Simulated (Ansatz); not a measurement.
GeO2:
```xyz
6
Lattice="4.3793 0.0000 0.0000 0.0000 4.3793 0.0000 0.0000 0.0000 2.8645" Properties=species:S:1:pos:R:3 pbc="T T T"
Ge     2.1897     2.1897     1.4322
Ge     0.0000     0.0000     0.0000
O      3.0400     3.0400     0.0000
O      1.3393     1.3393     0.0000
O      3.5290     0.8504     1.4322
O      0.8504     3.5290     1.4322
```

Relaxed with LDA. Special points in fractions of this cell's reciprocal vectors: Γ (0.000, 0.000, 0.000); X (0.000, 0.500, 0.000); M (0.500, 0.500, 0.000); Z (0.000, 0.000, 0.500); R (0.000, 0.500, 0.500); A (0.500, 0.500, 0.500).

Problem. List the band energies nearest the valence-band maximum at these points for LDA (plane waves, PAW; program Ansatz).

Solution. In eV from the valence-band maximum; about four levels below and three above (degenerate sets whole), none deeper than 8.9 eV; points with the same levels are listed once.

```csv
k,below,above
Γ,-2.08 -2.08 -0.85 -0.85 0.00,1.91 5.70 6.88 6.88
X,-1.88 -1.88 -0.85 -0.85,4.92 4.92 7.58 7.58
M,-2.20 -2.20 -1.55 -1.55,4.93 4.93 8.36 8.36
Z,-2.43 -2.43 -1.96 -1.96,6.12 6.12 11.16 11.16
R,-1.47 -1.47 -1.41 -1.41,6.35 6.35 8.48 8.48
A,-1.39 -1.39 -1.21 -1.21,4.60 4.60 9.75 9.75
```

Space group P4_2/mnm (rutile). Symmetry was held in the LDA relaxation; phonons on a q-mesh show no instability. Spin–orbit coupling is left out wherever it is not named.

Potentials: the later of the program's two PAW sets.
